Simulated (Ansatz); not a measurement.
Ba (omega (AlB2-type)): energy against volume

The calculation used Ansatz 0.2.0, DFT, RPBE, plane waves (420 eV) with PAW, scalar-relativistic. (PAW data from PBE, frozen cores regenerated.)

The cell is scaled uniformly from the relaxed one, with fractional coordinates and shape fixed. Energies are extrapolated to zero smearing, pressures are those at the given smearing. Magnetic state: spin not included.

A Birch-Murnaghan fit gives V₀ = 69.26 Å³/atom, B₀ = 7.5 GPa, B₀′ = 2.8.

Q: What are the energy above the minimum and the pressure at 66.827 Å³/atom?

A: 2.1 meV/atom and 0.31 GPa as computed.

Q: What are the energy above the minimum and the pressure at 72.396 Å³/atom?

A: 3.1 meV/atom and -0.27 GPa as computed.

Q: What are the energy above the minimum and the pressure at 77.965 Å³/atom?

A: 21.9 meV/atom and -0.71 GPa as computed.
